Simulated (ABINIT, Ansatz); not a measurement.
# KF (Carobbiite): one start, several treatments of the self-energy, part 2 of 2

How much does the gap of KF (Carobbiite) depend on the approximation to the self-energy?

ABINIT 10.8.3; PBE and many-body steps on it, plane waves. Known limits of the many-body steps: not at the basis limit.

So far. Step 6 (G0W0, Engel-Farid plasmon pole): Against G0W0 in ABINIT (6×6×6 mesh, 290 bands, screening to 283 eV, Godby-Needs plasmon pole), the gap moves by +0.258 eV. Step 7 (One-shot Hartree-Fock): Against G0W0 in ABINIT (6×6×6 mesh, 290 bands, screening to 283 eV, Godby-Needs plasmon pole), the gap moves by +8.109 eV.

### Step 8. Screening, 6×6×6 mesh, 290 bands, screening to 283 eV

This step: RPA screening on PBE, plane waves, norm-conserving pseudopotentials.

The input, run.abi:

```
acell 3*1.0 Angstrom
rprim 
  -0.000000000000 2.671850000000 2.671850000000
  2.671850000000 -0.000000000000 2.671850000000
  2.671850000000 2.671850000000 0.000000000000
ntypat 2
znucl 19 9
natom 2
typat 1 2
xred 
  0.000000000000 0.000000000000 0.000000000000
  0.500000000000 0.500000000000 0.500000000000
pp_dirpath "pseudos"
pseudos "K.upf, F.upf"
ecut 36
ngkpt 6 6 6
nshiftk 1
shiftk 0 0 0
kptopt 1
chksymbreak 0
istwfk *1
occopt 1
irdwfk 1
optdriver 3
nband 290
ecuteps 10.4
inclvkb 2
awtr 1
symchi 1
gwcalctyp 2
nfreqre 16
freqremax 40 eV
nfreqim 8
spmeth 1
nomegasf 120
indata_prefix "in"
outdata_prefix "out"
tmpdata_prefix "tmp"
```

The run is started by

```console
$ OMP_NUM_THREADS=1 mpirun -n 8 abinit run.abi > log
```

Log:

```text
.Version 10.8.3 of ABINIT. v10.8.2 released Aug 2026.

 Symmetries : space group Fm -3 m (#225); Bravais cF (face-center cubic)
[... echo of the input left out ...]
== DATASET  1 ==================================================================
-   mpi_nproc: 8, omp_nthreads: 1 (-1 if OMP is not activated)

--- !DatasetInfo
iteration_state: {dtset: 1, }
dimensions: {natom: 2, nkpt: 16, mband: 290, nsppol: 1, nspinor: 1, nspden: 1, mpw: 2685, }
cutoff_energies: {ecut:  36.0, pawecutdg:  -1.0, }
electrons: {nelect:   1.60000000E+01, charge:   0.00000000E+00, occopt:   1.00000000E+00, tsmear:   1.00000000E-02, }

 SCREENING: Calculation of the susceptibility and dielectric matrices

 Based on a program developped by R.W. Godby, V. Olevano, G. Onida, and L. Reining.
 Incorporated in ABINIT by V. Olevano, G.-M. Rignanese, and M. Torrent.
.Using double precision arithmetic ; gwpc =  8

[... cell and pseudopotentials left out ...]
--------------------------------------------------------------------------------

 ==== K-mesh for the wavefunctions ====
 Number of points in the irreducible wedge :    16
[... list of points left out ...]
 Together with 48 symmetry operations and time-reversal symmetry
 yields   216 points in the full Brillouin Zone.

 ==== Q-mesh for the screening function ====
 Number of points in the irreducible wedge :    16
[... list of points left out ...]
 Together with 48 symmetry operations and time-reversal symmetry
 yields   216 points in the full Brillouin Zone.

 setmesh: FFT mesh size selected  =    30x   30x   30
          total number of points  =        27000

 vcoul_init : cutoff-mode = AUXILIARY_FUNCTION
 q-points for optical limit:   1
     1)      0.000010    0.000020    0.000030

- screening: taking advantage of time-reversal symmetry
- Maximum band index for partially occupied states nbvw = 8
- Remaining bands to be divided among processors   nbcw = 282
- Number of bands treated by each node ~35

 Number of electrons calculated from density =   16.0000; Expected =   16.0000
 average of density, n =  0.062152
 r_s =    1.5661
 omega_plasma =   24.0483 [eV]

 calculating chi0 at frequencies [eV] :
  1    0.000000E+00    0.000000E+00
  2    2.666667E+00    0.000000E+00
  3    5.333333E+00    0.000000E+00
[...]
23    0.000000E+00    6.124681E+01
 24    0.000000E+00    8.623617E+01

--------------------------------------------------------------------------------
  q-point number  1        q = ( 0.000000, 0.000000, 0.000000) [r.l.u.]
--------------------------------------------------------------------------------
[... chi0 elements left out ...]
  [... further frequencies ...]

 No. of calculated frequencies >  15, stop printing
 For q-point:  0.000010 0.000020 0.000030
  dielectric constant =   1.9010
  dielectric constant without local fields =   2.1156

  Average fulfillment of the sum rule on Im[epsilon] for q-point    1 :     86.25  [%]
[... wings left out ...]
  q-point number  2        q = ( 0.166667, 0.000000, 0.000000) [r.l.u.]
--------------------------------------------------------------------------------
[... chi0 elements left out ...]
  [... further frequencies ...]

 No. of calculated frequencies >  15, stop printing
  Average fulfillment of the sum rule on Im[epsilon] for q-point    2 :     90.35  [%]

 [... 14 further q-points ...]
```

The job ended after 14 min (8 MPI ranks of Arm Neoverse V1, shared host; peak memory 4.9 GiB).

This step gave:

| Property | Result |
| --- | --- |
| ε∞ with local fields, on this mesh, along the program's q direction | 1.901 |
| the same without local fields | 2.116 |
| plasma frequency | 24.05 eV |
| plane waves in the screening matrix | 411 |

### Step 9. G0W0, contour deformation

This step: G0W0 on PBE, plane waves, norm-conserving pseudopotentials.

run.abi, as its differences from that of step 8:

```diff
@@ -23,14 +23,15 @@
 irdwfk 1
-optdriver 3
+optdriver 4
 nband 290
+gwcalctyp 2
+ecutsigx 36
+symsigma 1
+nkptgw 1
+kptgw 
+  0.0000000000 0.0000000000 0.0000000000
+bdgw 
+  6 12
 ecuteps 10.4
-inclvkb 2
-awtr 1
-symchi 1
-gwcalctyp 2
-nfreqre 16
-freqremax 40 eV
-nfreqim 8
-spmeth 1
-nomegasf 120
+irdscr 1
+gwmem 01
 indata_prefix "in"
```

Log:

```text
.Version 10.8.3 of ABINIT. v10.8.2 released Aug 2026.

 Symmetries : space group Fm -3 m (#225); Bravais cF (face-center cubic)
[... echo of the input left out ...]
== DATASET  1 ==================================================================
-   mpi_nproc: 8, omp_nthreads: 1 (-1 if OMP is not activated)

--- !DatasetInfo
iteration_state: {dtset: 1, }
dimensions: {natom: 2, nkpt: 16, mband: 290, nsppol: 1, nspinor: 1, nspden: 1, mpw: 2685, }
cutoff_energies: {ecut:  36.0, pawecutdg:  -1.0, }
[...]
7   0.131 -21.899 -29.568   4.495   0.778  -0.285 -24.369  -2.470  -2.339
[...]
12  10.825 -10.841  -4.975  -3.275   0.877  -0.140  -8.568   2.272  13.097
       12   0.000   0.000   0.000  -0.001   0.000   0.000  -0.001  -0.001  -0.001

== END DATASET(S) ==============================================================
================================================================================

 -outvars: echo values of variables after computation  --------
           etotal      0.0000000000E+00
            nband         290
             nkpt          16
          spgroup         225
 [... the other variables as echoed above ...]

 Calculation completed.
```

Elapsed: 22 s, on 8 MPI ranks; peak memory 3.3 GiB.

This step gave:

```yaml
g0w0_gap_on_the_points_computed: 9.626 eV
starting_gap_on_the_mesh: 6.199 eV
k_of_the_valence_top: 0, 0, 0
k_of_the_conduction_bottom: 0, 0, 0
least_direct_g0w0_gap_on_the_computed_points: 9.626 eV
```

Against G0W0 in ABINIT (6×6×6 mesh, 290 bands, screening to 283 eV, Godby-Needs plasmon pole), the gap moves by −0.076 eV.

### Step 10. Side by side

Times are wall times on the hardware named with each run, good to a factor of about two. A run's time includes the screening step that it read.

| run | mesh | bands | screening cutoff (eV) | DFT gap (eV) | gap on the mesh (eV) | direct (eV) | ε∞ used | time |
| --- | --- | --- | --- | --- | --- | --- | --- | --- |
| G0W0, Godby-Needs plasmon pole | 6×6×6 | 290 | 283 | 6.199 | 9.702 | 9.702 | 1.89 | 6.1 min |
| G0W0, von der Linden-Horsch plasmon pole | 6×6×6 | 290 | 283 | 6.199 | 10.247 | 10.247 | 1.89 | 5.8 min |
| G0W0, Engel-Farid plasmon pole | 6×6×6 | 290 | 283 | 6.199 | 9.960 | 9.960 | 1.89 | 5.8 min |
| one-shot Hartree-Fock | 6×6×6 | - | - | 6.199 | 17.811 | 17.811 | - | 2.7 s |
| G0W0, contour deformation | 6×6×6 | 290 | 283 | 6.199 | 9.626 | 9.626 | 1.90 | 15 min |

### Step 11. What came out

```
G0W0, Godby-Needs plasmon pole           : 9.702 eV
G0W0, von der Linden-Horsch plasmon pole : 10.247 eV
G0W0, Engel-Farid plasmon pole           : 9.960 eV
one-shot Hartree-Fock                    : 17.811 eV
G0W0, contour deformation                : 9.626 eV
known limits                             : not at the basis limit
```

**Reading.** G0W0, von der Linden-Horsch plasmon pole: +0.545 eV against G0W0, Godby-Needs plasmon pole. G0W0, Engel-Farid plasmon pole: +0.258 eV against G0W0, Godby-Needs plasmon pole. One-shot Hartree-Fock: +8.109 eV against G0W0, Godby-Needs plasmon pole. G0W0, contour deformation: −0.076 eV against G0W0, Godby-Needs plasmon pole. Bare exchange alone opens the gap to 17.81 eV; against G0W0, correlation takes back 8.11 eV. Bands and cutoff are finite, so the gap is not at the basis limit. The miss can reach some tenths of an eV and take either sign; the mesh is an error of its own. In the G0W0 runs levels were corrected at 1 k point alone, so a gap called «on the mesh» is the least over those, and an edge elsewhere would be missed.

[Paths, hosts, dates, memory and timing lines, banners, echoed tables and standing remarks are left out of the program output.]

[Logs are printed without paths, hosts, clocks, repeated set-up lines and the standing remarks that a program may print on its own settings, such as how far it seeks lower states.]

[Runs of the session that timed out or met a known fault of the program may be left out.]

[Hosts, paths, dates, database ids (printed as entryN), source tags and the programs' standing remarks are cut or masked in the printed files.]

[G0W0 gaps are taken among the corrected bands and points alone; a level outside them can change the order at an edge.]

[Where Ansatz stands beside ABINIT at settings called matched, ABINIT's density can come from a denser mesh and the files from another edition; pairs whose starting gaps differed by over 0.03 eV were left out, so agreement reads better than it is.]
